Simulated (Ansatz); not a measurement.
Here is an Ansatz 0.2.0 calculation.

File input.yaml:

```yaml
crystal:
  lattice:
    - [1.8807968987, 1.0858785957, 3.5140619945]
    - [-1.8807968987, 1.0858785957, 3.5140619945]
    - [0.0, -2.1717571915, 3.5140619945]
  atoms:
    - { symbol: As, position: [0.226, 0.226, 0.226] }
    - { symbol: As, position: [0.774, 0.774, 0.774] }
hamiltonian:
  xc: { exchange: r2scan, correlation: r2scan, exx: { coeff: 0.1 } }
  pseudopotentials: { kind: paw }
kpoints:
  mp_grid: { grid: [5, 5, 5] }
scf:
  occupations: { method: fermi_dirac, width: 0.05 }
output:
  forces: true
  stress: true
  eigenvalues: true
```

Potentials or basis: Ansatz PAW.

The run is started by

```bash
$ ansatz run input.yaml --threads 2 --pin off --max-ram 5632MiB --backend cpu --events-out ev --progress --plain --runs-dir out
```

Problem. Estimate the band gap on the k mesh.

Solution. 0.36 eV, indirect (least direct gap 0.74 eV).

Problem. What does it give for the largest force?

Solution. 0.097 eV/Å.

Problem. What does it give for the pressure?

Solution. 0.9 GPa.

Forces in eV/Å, atoms in the order of the input:
```
As   0.000  0.000 -0.097
As   0.000  0.000  0.097
```

Caveat: odd divisions of the mesh miss points on the zone boundary, where band edges often lie, so the gap on the mesh can be too wide; the PAW data sets come from PBE, with cores solved anew for the run's functional, which leaves a small shift of forces and pressure; the thresholds are loose for stress. A k mesh can miss the band edges.
